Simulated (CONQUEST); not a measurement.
CdSe:

```
Cd Se
1.0
     4.11788    0.00000    0.00000
     0.00000    4.11788    0.00000
     0.00000    0.00000    5.82356
Cd Se
2 2
Direct
  0.00000 0.00000 0.00000
  0.50000 0.50000 0.50000
  0.00000 0.00000 0.50000
  0.50000 0.50000 0.00000
```

Measurements of this composition are mostly on another form, of space group No. 186.

The cell isn't the ideal one: volume scaled by 1.04.

- Program: CONQUEST 1.3
- Task: relaxation of cell and atoms
- Functional: PBEsol
- Potentials or basis: PseudoDojo NC PBEsol, SZP, grid cutoff 80 Ha
- k mesh: 4 × 4 × 3
- Occupations: methfessel-paxton of order 1, width 0.2 eV
- Spin: no spin polarisation

At the start: volume 24.69 Å³/atom.

**Question.** How do energy, volume and symmetry change on relaxing?

**Answer.** Over 12 steps the energy falls by 19.3 meV/atom and the volume is 23.06 Å³/atom (-6.6 %); space group I4/mmm (No. 139, to 0.05 Å).

The path:
| step | energy change (eV) | largest force (eV/Å) | volume (Å³) |
| --- | --- | --- | --- |
| 1 | 0.0000 | 0.0000 | 98.75 |
| 2 | -0.0770 | 0.0000 | 92.52 |
| 3 | -0.0772 | 0.0000 | 92.40 |
| 4 | -0.0772 | 0.1357 | 92.36 |
| 5 | -0.0772 | 0.1185 | 92.33 |
| 6 | -0.0772 | 0.1017 | 92.30 |
| 7 | -0.0772 | 0.0895 | 92.29 |
| 8 | -0.0772 | 0.0581 | 92.28 |
| 9 | -0.0772 | 0.0494 | 92.27 |
| 10 | -0.0772 | 0.0232 | 92.26 |
| 11 | -0.0772 | 0.0213 | 92.26 |
| 12 | -0.0772 | 0.0245 | 92.25 |

Final structure:
```xyz
4
Lattice="4.0405 0.0000 0.0000 0.0000 4.0405 0.0000 0.0000 0.0000 5.6508" Properties=species:S:1:pos:R:3 pbc="T T T"
Cd    4.0404    0.0000    5.6488
Cd    2.0201    2.0202    2.8275
Se    4.0405    0.0000    2.8253
Se    2.0202    2.0202    0.0001
```

Caveat: the k mesh is coarse (spacing up to 0.38 Å⁻¹), so the values aren't converged; the log labels positions in bohr as Å; the atomic basis is small; only the three edges of the box relax, its angles stay right; the energies along the path lack the entropy term of the smearing; the basis of atomic orbitals isn't converged, which shifts pressures, moduli and gaps.
